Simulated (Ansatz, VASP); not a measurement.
Given: the input of a run of Ansatz 0.2.0 on Os.

input.yaml

```yaml
crystal:
  lattice:
    - [2.7341, 0.0, 0.0]
    - [-1.36705, 2.3678000565, 0.0]
    - [0.0, 0.0, 4.3197]
  atoms:
    - { symbol: Os, position: [0.6666666667, 0.3333333333, 0.75] }
    - { symbol: Os, position: [0.3333333333, 0.6666666667, 0.25] }
hamiltonian:
  xc: revpbe
  pseudopotentials: { kind: paw }
  dispersion: d4
kpoints:
  mp_grid: { grid: [11, 11, 6] }
scf:
  occupations: { method: fermi_dirac, width: 0.05 }
output:
  forces: true
  stress: true
relax:
  f_tol: 0.01
  max_steps: 40
  cell: { stress_tol: 0.05 }
```

Potentials or basis: Ansatz PAW.

Launch:

```console
$ ansatz run input.yaml --threads 2 --pin off --max-ram 5632MiB --backend cpu --events-out ev --progress --plain --runs-dir out
```

Question: Set up the same calculation for VASP 6.6.1. Potentials there: VASP PAW PBE potentials, release 64 (Os).

Answer: As run (the cutoff follows the program's own potentials):

INCAR

```
SYSTEM = Os
PREC = Accurate
ENCUT = 600
EDIFF = 1E-6
ISMEAR = -1
SIGMA = 0.05
LREAL = .FALSE.
LASPH = .TRUE.
NELM = 60
ALGO = Normal
ISIF = 3
LWAVE = .FALSE.
LCHARG = .FALSE.
GGA = RE
IVDW = 13
IBRION = 2
NSW = 60
EDIFFG = -0.005
```

Contents of KPOINTS:

```
regular mesh
0
G
  11 11 6
  0 0 0
```

File POSCAR:

```
Os
1.0
    2.7341000000      0.0000000000      0.0000000000
   -1.3670500000      2.3678000565      0.0000000000
    0.0000000000      0.0000000000      4.3197000000
Os
2
Direct
    0.6666666667      0.3333333333      0.7500000000
    0.3333333333      0.6666666667      0.2500000000
```

Potentials or basis: VASP PAW PBE potentials, release 64 (Os).

Run with:

```sh
$ cat potpaw_PBE.64/Os/POTCAR > POTCAR
$ mpirun -np 1 vasp_std > vasp.out
```

Both were run:

|  | VASP | Ansatz | Ansatz less VASP |
| --- | --- | --- | --- |
| relaxed volume (Å³/atom) | 13.99 | 13.99 | 0.000 |
| relaxed cell length with the largest relative difference (Å) | 4.322 | 4.323 | +0.0008 |

The two sets of potentials don't hold the same shells in valence.

Caveats: the PAW data sets were made with another functional, which shifts forces and pressure a little (VASP); pairwise dispersion overbinds metals, which lowers pressure and volume (VASP); the PAW data sets come from PBE, with cores solved anew for the run's functional, which leaves a small shift of forces and pressure (Ansatz). The runs have no spin-orbit coupling, so splittings on Os are missing.
